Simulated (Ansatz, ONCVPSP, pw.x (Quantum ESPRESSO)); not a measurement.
# From atom to crystal: ONCV potential for Ga

```json
{
 "Element": "gallium",
 "Generator": "ONCVPSP 4.0.1.1 (patched build)",
 "Type": "optimised norm-conserving Vanderbilt (ONCV)",
 "Functional": "PBEsol",
 "Relativity": "scalar-relativistic",
 "Frozen core": "[Ar] 3d10",
 "Valence charge": "3",
 "Reference configuration": "4s2 4p1",
 "Partial waves": "4s: rc 1.70 bohr, ncon 4, nbas 8, qcut 3.8 1/bohr, local; 4p: rc 2.65 bohr, ncon 4, nbas 8, qcut 2.8 1/bohr, 2 projectors, debl 1.6 Ha; d scattering state at 0.05 Ha: rc 2.75 bohr, ncon 4, nbas 8, qcut 4 1/bohr, 1 projector",
 "Local potential": "the s channel",
 "Core correction": "Teter function, fcfact 5.75, rcfact 1.05"
}
```

Atomic tests: cutoffs needed: 7.3 Ha and 26 Ha (the cutoffs (Ha) at which the residual kinetic energy of the hardest occupied pseudo-wave falls to 1 and 0.1 mHa per electron); ghost test: ghosts flagged at negative energy: p at -0.19 eV; no localised positive-energy state flagged; a true bound ghost makes a file unfit for plane-wave use; configuration tests: 4 of 4 tests not solved or not reliable.

Crystal test: fcc Ga in pw.x 7.5, no spin, 14³ k-points, Fermi–Dirac smearing 0.01 Ry, cutoffs 65/260 Ry. The lattice is a test structure that the element need not adopt, and mesh and smearing are coarse.

pw.x input:

```
&control
  calculation='scf', prefix='x', pseudo_dir='./', outdir='./tmp', tstress=.true., disk_io='none'
/
&system
  ibrav=0, nat=1, ntyp=1, ecutwfc=65, ecutrho=260, nbnd=8,
  occupations='smearing', smearing='fd', degauss=0.01
/
&electrons
  conv_thr=1e-09, mixing_beta=0.4, electron_maxstep=70
/
ATOMIC_SPECIES
Ga 1.0 Ga.UPF
CELL_PARAMETERS angstrom
  0.00000000 2.06912501 2.06912501
  2.06912501 0.00000000 2.06912501
  2.06912501 2.06912501 0.00000000
ATOMIC_POSITIONS crystal
Ga 0.0000 0.0000 0.0000
K_POINTS automatic
14 14 14 0 0 0
```

```bash
pw.x < Ga.scf.in > Ga.scf.out
```

Question: How does the run end?

Answer: Failed (cdiaghg: S matrix not positive definite). Note: ghosts flagged at negative energy: p at -0.19 eV; no localised positive-energy state flagged. A true bound ghost makes a file unfit for plane-wave use. Atomic configuration tests: 4 of 4 tests not solved or not reliable. The log shows:

```
Message from routine setup:
     using ibrav=0 with symmetry is DISCOURAGED, use correct ibrav instead
     lattice parameter (alat)  =       5.5297  a.u.
     unit-cell volume          =     119.5602 (a.u.)^3
     number of electrons       =         3.00
     number of Kohn-Sham states=            8
     kinetic-energy cutoff     =      65.0000  Ry
     charge density cutoff     =     260.0000  Ry
     scf convergence threshold =      1.0E-09
     Exchange-correlation= PBESOL
     number of k points=   104  Fermi-Dirac smearing, width (Ry)=  0.0100
     iteration #  1     ecut=    65.00 Ry     beta= 0.40
     c_bands:  1 eigenvalues not converged
     c_bands:  3 eigenvalues not converged
     c_bands:  5 eigenvalues not converged
     c_bands:  5 eigenvalues not converged
     [... 2 repeated lines left out ...]
     total energy              =      -5.12577539 Ry
     estimated scf accuracy    <       0.00282263 Ry
     iteration #  2     ecut=    65.00 Ry     beta= 0.40
     total energy              =      -5.12563193 Ry
     estimated scf accuracy    <       0.00091031 Ry
     iteration #  3     ecut=    65.00 Ry     beta= 0.40
     total energy              =      -5.12572098 Ry
     estimated scf accuracy    <       0.00000817 Ry
     iteration #  4     ecut=    65.00 Ry     beta= 0.40
     Error in routine cdiaghg (25):
     S matrix not positive definite
```
